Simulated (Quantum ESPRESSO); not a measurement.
Pt, 1 atom in the cell. Symmetry: Fm-3m, No. 225, cubic system. Conventional cell: a = 3.922 Å, b = 3.922 Å, c = 3.922 Å, α = 90.00°, β = 90.00°, γ = 90.00°. Around Pt (site symmetry m-3m) lie 12 Pt at 2.77 Å. 

* Program: Quantum ESPRESSO 7.5
* Task: phonons
* Functional: PBE
* Potentials or basis: SSSP 1.3 efficiency PBE
* Cutoff: 748 eV
* Density cutoff: 5987 eV
* k mesh: 12 × 12 × 12
* Occupations: cold, width 0.2 eV
* Spin: no spin polarisation
* Mixing beta: 0.5
* Most SCF iterations: 120
* SCF threshold: 2e-10 Ry

Potentials or basis: SSSP 1.3 efficiency PBE.

Run with:

```sh
$ OMP_NUM_THREADS=1 mpirun -n 4 pw.x -nk 4 -in pw.in > pw.out
$ OMP_NUM_THREADS=1 mpirun -n 4 pw.x -nk 4 -in scf2.in > scf2.out
$ OMP_NUM_THREADS=1 mpirun -n 4 ph.x -nk 4 -in ph.in > ph.out
```

Hardware: 4 MPI ranks on Arm Neoverse V1, on a shared host.

Task: How long does it take, and how much memory?

Result: Run time: 3.3 min on 4 MPI ranks on Arm Neoverse V1, with other jobs on the host, peak memory 0.36 GiB a rank. Counts: scf iterations 9, k pools 4, bands 14, k points 72, g dense 16049.
